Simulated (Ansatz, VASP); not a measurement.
## One calculation of Al3GaN4, two programs

```
Al Ga N
1.0
     4.40144    0.00000    0.00000
     0.00000    4.40144    0.00000
     0.00000    0.00000    4.40144
Al Ga N
3 1 4
Direct
  0.50000 0.50000 0.00000
  0.50000 0.00000 0.50000
  0.00000 0.50000 0.50000
  0.00000 0.00000 0.00000
  0.74416 0.74416 0.25584
  0.74416 0.25584 0.74416
  0.25584 0.74416 0.74416
  0.25584 0.25584 0.25584
```

The cell comes from a database or a generator and needn't be the stable form of this composition.

Alike in both runs: task relaxation of cell and atoms; functional PBEsol; k mesh 6 × 6 × 6; occupations gaussian, width 0.02 eV; no spin polarisation.

|  | VASP | Ansatz |
| --- | --- | --- |
| version | VASP 6.6.1 | Ansatz 0.2.0 |
| potentials or method | VASP PAW PBE potentials, release 64 (Al, Ga_d, N) | scalar-relativistic, plane waves, PAW |
| plane-wave cutoff (eV) | 600 | 420 |
| valence electrons in the cell | 42 | 42 |

```csv
,VASP,Ansatz,Ansatz less VASP
"gap on the k mesh at the Fermi level, each at its own relaxed structure (eV)",3.32,3.32,+0.005
relaxed volume (Å³/atom),10.69,10.70,+0.008
relaxed cell length with the largest relative difference (Å),4.406,4.407,+0.0011
```

Caveats: the PAW data sets were made with another functional, which shifts forces and pressure a little (VASP). As with any semilocal functional, this PBEsol gap is likely too small. A k mesh can miss the band edges.
